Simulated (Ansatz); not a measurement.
Runs of Ansatz 0.2.0 on Co. It takes space group P6_3/mmc (No. 194, hexagonal). The conventional cell has a = 2.471 Å, b = 2.471 Å, c = 8.088 Å, α = 90.00°, β = 90.00°, γ = 120.00°. Co (site symmetry -6m2) is surrounded by 12 Co at 2.47 Å. Co (site symmetry -3m) has 12 Co at 2.47 Å as nearest neighbours. 

```tsv
task	level	cell	k mesh	cutoff (eV)	points for each segment of the path	gap on the mesh (eV)	pressure (GPa)	moment (μB)	V0 of scaled cells (Å³/atom)	relaxed volume (Å³/atom)	B0 (GPa)
relaxation of cell and atoms	revPBE+D4	relaxed	12 × 12 × 4	420	-	-	0.0	(d)	-	10.60	-
equation of state	PBE	as given	12 × 12 × 4	420	-	-	-	-	10.92	-	210
phonons	PBEsol	as given	10 × 10 × 3	420	-	none	-	6.66	-	-	-
equation of state	RPBE	as given	12 × 12 × 4	420	-	-	-	-	11.23	-	195
single point	PBE	as given	9 × 9 × 3	420	-	none	(a)	6.26	-	-	-
equation of state	PBE+D4	as given	12 × 12 × 4	420	-	-	-	-	(c)	-	223
relaxation of cell and atoms	SVWN5	relaxed	12 × 12 × 4	420	-	-	0.0	6.05	-	10.02	-
single point	PBE	as given	12 × 12 × 4	800	-	none	(b)	6.61	-	-	-
band structure	BPBE	as given	12 × 12 × 4	420	14	none	4.2	6.58	-	-	-
```

Alike in all rows: potentials or basis Ansatz PAW; spin collinear, ferromagnetic start; smearing fermi-dirac 0.05 eV.

Q: Estimate the missing entries.

A: (a) 3.1; (b) 4.6; (c) 10.62; (d) 6.62.

Caveats: the PAW data sets come from PBE, with cores solved anew for the run's functional, which leaves a small shift of forces and pressure (some runs); the cell was scaled at fixed shape and fractional positions, which overstates the stiffness of a crystal with free parameters, most of all of layers and chains (some runs); the plane-wave basis is chosen anew once the cell has moved, so the energies of steps on either side of that aren't comparable (some runs); the potentials were made for another functional, which shifts forces and pressure (some runs).

A gap of «none» marks a metal or a gap under the smearing width.
